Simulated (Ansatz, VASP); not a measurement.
# ZnSe in VASP and in Ansatz

The input INCAR:

```
SYSTEM = ZnSe
ALGO = Normal ; EDIFF = 1E-6
ENCUT = 520 ; GGA = PE
ISIF = 2 ; ISMEAR = -1
LASPH = .TRUE. ; LCHARG = .FALSE.
LREAL = .FALSE. ; LWAVE = .FALSE.
NBANDS = 16 ; NELM = 60
PREC = Accurate ; SIGMA = 0.03
```

The input KPOINTS:

```
k-points
0
G
  8 8 8
  0 0 0
```

Contents of POSCAR:

```
ZnSe
1.0
    0.0000000000      2.8338000000      2.8338000000
    2.8338000000      0.0000000000      2.8338000000
    2.8338000000      2.8338000000      0.0000000000
Zn Se
1 1
Direct
    0.0000000000      0.0000000000      0.0000000000
    0.7500000000      0.7500000000      0.7500000000
```

Input for Ansatz:

```yaml
crystal:
  lattice:
    - [0.0, 2.8338, 2.8338]
    - [2.8338, 0.0, 2.8338]
    - [2.8338, 2.8338, 0.0]
  atoms:
    - { symbol: Zn, position: [0.0, 0.0, 0.0] }
    - { symbol: Se, position: [0.75, 0.75, 0.75] }
kpoints:
  mp_grid: { grid: [8, 8, 8] }
  band_path:
    path:
      - [0.0, 0.0, 0.0]
      - [-0.5, -0.5, 0.0]
      - [-0.375, -0.375, 0.25]
      - [-0.375, 0.0, 0.375]
      - [0.0, 0.0, 0.0]
      - [0.0, 0.0, 0.5]
      - [-0.5, -0.25, 0.25]
      - [-0.5, -0.5, 0.0]
    npoints: 14
scf:
  occupations: { method: fermi_dirac, width: 0.03 }
hamiltonian:
  xc: pbe
  pseudopotentials: { kind: all_electron, lapw: { basis_error: 0.001 } }
output:
  forces: true
  stress: true
  eigenvalues: true
  populations: true
  dos: { projected: true, de: 0.2, e_range: [-14, 8] }
```

Alike in both runs: task single point; functional PBE; k mesh 8 × 8 × 8; occupations fermi-dirac, width 0.03 eV; no spin polarisation.

|  | VASP | Ansatz |
| --- | --- | --- |
| version | VASP 6.6.1 | Ansatz 0.2.0 |
| potentials or method | VASP PAW PBE potentials, release 64 (Zn, Se) | all-electron LAPW, scalar-relativistic |
| plane-wave cutoff (eV) | 520 | see its input |

Ansatz gave:

| Quantity | Value |
| --- | --- |
| gap on the k mesh at the Fermi level (eV) | 1.29 |
| pressure (GPa) | 2.1 |

What did VASP give for the same quantities?

gap on the k mesh at the Fermi level (eV): 1.29; pressure (GPa): 2.3.

Ansatz ran all-electron here, so the differences hold the error of VASP's frozen core and of both bases.

PBE gaps usually lie below the measured ones, often by a third to a half.
